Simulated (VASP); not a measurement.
The system is TiNi.

```
CELL_PARAMETERS angstrom
3.01129 0.00000 0.00000
0.00000 3.01129 0.00000
0.00000 0.00000 3.01129
ATOMIC_POSITIONS crystal
Ti 0.50000 0.50000 0.50000
Ni 0.00000 0.00000 0.00000
```

The cell comes from a database or a generator and needn't be the stable form of this composition.

* Program: VASP 6.6.1
* Task: relaxation of cell and atoms
* Functional: PBEsol
* Potentials or basis: VASP PAW PBE potentials, release 64 (Ti_sv, Ni)
* Cutoff: 600 eV
* k mesh: 14 × 14 × 14
* Occupations: gaussian, width 0.1 eV
* Spin: no spin polarisation

At the start: pressure -6.7 GPa; volume 13.65 Å³/atom.

**Question.** How do energy, volume and symmetry change on relaxing?

**Answer.** Over 4 steps the energy falls by 12.1 meV/atom and the volume is 13.09 Å³/atom (-4.1 %); space group Pm-3m (No. 221, to 0.05 Å).

Step by step:
```
step  energy change (eV)  largest force (eV/Å)  pressure (GPa)  volume (Å³)
   1              0.0000                0.0000           -6.68        27.31
   2              0.0014                0.0000            7.92        25.12
   3             -0.0242                0.0000           -0.08        26.20
   4             -0.0242                0.0000            0.04        26.17
```

Final structure:
```cif
data_structure
_symmetry_space_group_name_H-M 'P 1'
_symmetry_Int_Tables_number 1
_cell_length_a 2.9691
_cell_length_b 2.9691
_cell_length_c 2.9691
_cell_angle_alpha 90.000
_cell_angle_beta 90.000
_cell_angle_gamma 90.000
_cell_volume 26.17
loop_
_atom_site_label
_atom_site_type_symbol
_atom_site_fract_x
_atom_site_fract_y
_atom_site_fract_z
_atom_site_occupancy
Ti1 Ti 0.50000 0.50000 0.50000 1
Ni1 Ni 0.00000 0.00000 0.00000 1
```

Caveat: the PAW data sets were made with another functional, which shifts forces and pressure a little.
